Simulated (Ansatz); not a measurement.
Set up this calculation in Ansatz 0.2.0, as the native input.

- Task: relaxation of cell and atoms
- Functional: PBEsol
- Potentials or basis: all-electron LAPW, scalar-relativistic
- Basis error allowed: 0.002 eV/atom
- k mesh: 10 × 10 × 8
- Occupations: fermi-dirac, width 0.05 eV
- Spin: no spin polarisation

Crystal: MgB2.

```
Mg B
1.0
     3.08500    0.00000    0.00000
    -1.54250    2.67169    0.00000
     0.00000    0.00000    3.52300
Mg B
1 2
Direct
  0.00000 0.00000 0.00000
  0.66667 0.33333 0.50000
  0.33333 0.66667 0.50000
```

These files were run (other wordings do the same):

input.yaml

```yaml
crystal:
  lattice:
    - [3.085, 0.0, 0.0]
    - [-1.5425, 2.6716883707, 0.0]
    - [0.0, 0.0, 3.523]
  atoms:
    - { symbol: Mg, position: [0.0, 0.0, 0.0] }
    - { symbol: B, position: [0.6666666667, 0.3333333333, 0.5] }
    - { symbol: B, position: [0.3333333333, 0.6666666667, 0.5] }
kpoints:
  mp_grid: { grid: [10, 10, 8] }
scf:
  occupations: { method: fermi_dirac, width: 0.05 }
hamiltonian:
  xc: pbesol
  pseudopotentials: { kind: all_electron, lapw: { basis_error: 0.002 } }
output:
  forces: true
  stress: true
relax:
  f_tol: 0.005
  max_steps: 60
  cell: {}
```

Potentials or basis: all-electron LAPW, scalar-relativistic.

The run is started by

```sh
$ ansatz run input.yaml --threads 2 --pin off --max-ram 8192MiB --backend cpu --events-out ev --progress --plain --runs-dir out
```

It gave:

```json
{"Relaxed volume": "9.47 Å³/atom", "Relaxed cell": "a = 3.068 Å, b = 3.068 Å, c = 3.483 Å, α = 90.00°, β = 90.00°, γ = 120.00°", "Space group after relaxing (to 0.05 Å)": "P6/mmm (No. 191)", "Energy gained by relaxing": "2.1 meV/atom", "Ionic steps": "4", "Pressure after relaxing": "0.0 GPa"}
```

It took 9.8 s on 2 threads of Arm Neoverse V1, on a shared host, peak memory 0.29 GiB.
